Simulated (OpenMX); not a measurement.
Crystal: Cu.

```
Cu
1.0
    -1.44279    1.44279    1.37608
     1.44279   -1.44279    1.37608
     1.44279    1.44279   -1.37608
Cu
1
Direct
  0.00000 0.00000 0.00000
```

This isn't the form of Cu at room conditions, which is fcc.

```yaml
Program: OpenMX 3.8.5
Task: single point
Functional: PBE
Potentials_or_basis: OpenMX 2013 PBE set, Cu6.0H-s3p2d2, grid cutoff 500 Ry
k_mesh: 13 × 13 × 13
Occupations: fermi-dirac, width 0.05 eV
Spin: no spin polarisation
```

On this cell: pressure 11.4 GPa; band gap on the k mesh none (metal or under the smearing width).

The same run follows on a disturbed copy (cell strained at random at fixed volume):

```
Cu
1.0
    -1.41080    1.44162    1.36674
     1.39194   -1.45455    1.36053
     1.46098    1.50473   -1.38030
Cu
1
Direct
  0.01879 0.00286 0.01439
```

**Question.** What does the disturbed cell give?

**Answer.** The energy (extrapolated to zero smearing) moves by +4.8 meV/atom; pressure 12.0 GPa; band gap on the k mesh none (metal or under the smearing width).

Caveats: the basis of atomic orbitals isn't converged, which shifts pressures, moduli and gaps.
